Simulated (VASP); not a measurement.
## SnS2 (Berndtite-2T): equation of state with PBEsol

The system is SnS2 (Berndtite-2T).

```
Sn S
1.0
     3.63900    0.00000    0.00000
    -1.81950    3.15147    0.00000
     0.00000    0.00000    5.86800
Sn S
1 2
Direct
  0.00000 0.00000 0.00000
  0.66667 0.33333 0.75000
  0.33333 0.66667 0.25000
```

- Program: VASP 6.6.1
- Task: equation of state
- Functional: PBEsol
- Potentials or basis: VASP PAW PBE potentials, release 64 (Sn_d, S)
- Cutoff: 520 eV
- k mesh: 8 × 8 × 5
- Occupations: fermi-dirac, width 0.05 eV
- Spin: no spin polarisation
- Ladder: free
- Further INCAR settings: ALGO = Normal; EDIFF = 1e-07; NBANDS = 20

* Equilibrium volume: 22.75 Å³/atom
* Bulk modulus at fixed shape and positions: 80 GPa
* Pressure derivative of the bulk modulus: 4.7

Energy against volume, from the lowest point:
| volume (Å³/atom) | energy (meV/atom) |
| --- | --- |
| 21.086 | 34.86 |
| 21.535 | 17.74 |
| 21.983 | 6.64 |
| 22.432 | 0.92 |
| 22.880 | 0.00 |
| 23.329 | 3.38 |
| 23.778 | 10.58 |

All runs of the series together: 4.5 min on 1 thread of Intel(R) Xeon(R) Platinum 8488C (Sapphire Rapids), with other jobs on the host.

Caveat: the cell was scaled at fixed shape and fractional positions, which overstates the stiffness of a crystal with free parameters, most of all of layers and chains; the PAW data sets were made with another functional, which shifts forces and pressure a little; this functional lacks dispersion, which binds the layers, so the pressure and a relaxed spacing across them are unreliable.
